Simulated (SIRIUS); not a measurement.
Al:

```
CELL_PARAMETERS angstrom
0.00000 2.02481 2.02481
2.02481 0.00000 2.02481
2.02481 2.02481 0.00000
ATOMIC_POSITIONS crystal
Al 0.00000 0.00000 0.00000
```

Base run:

- Program: SIRIUS 7.10.0
- Functional: PBE
- Potentials or basis: PseudoDojo 0.4.1 PBE standard (scalar relativistic)
- Cutoff: 557 eV
- Density cutoff: 2229 eV
- k mesh: 11 × 11 × 11
- Occupations: fermi-dirac, width 0.05 eV
- Spin: no spin polarisation

Its results: pressure -0.7 GPa.

Problem. After a change of settings the same cell gave: pressure -1.5 GPa. Which change was it?
A. functional from PBE to PBEsol; libxc names from ["XC_GGA_X_PBE", "XC_GGA_C_PBE"] to ["XC_GGA_X_PBE_SOL", "XC_GGA_C_PBE_SOL"]
B. functional from PBE to BPBE; libxc names from ["XC_GGA_X_PBE", "XC_GGA_C_PBE"] to ["XC_GGA_X_B88", "XC_GGA_C_PBE"]
C. functional from PBE to RPBE; libxc names from ["XC_GGA_X_PBE", "XC_GGA_C_PBE"] to ["XC_GGA_X_RPBE", "XC_GGA_C_PBE"]

Solution. A.

Caveats: the potentials were made for another functional, which shifts forces and pressure (some runs).

Not every run made on this cell is shown here.
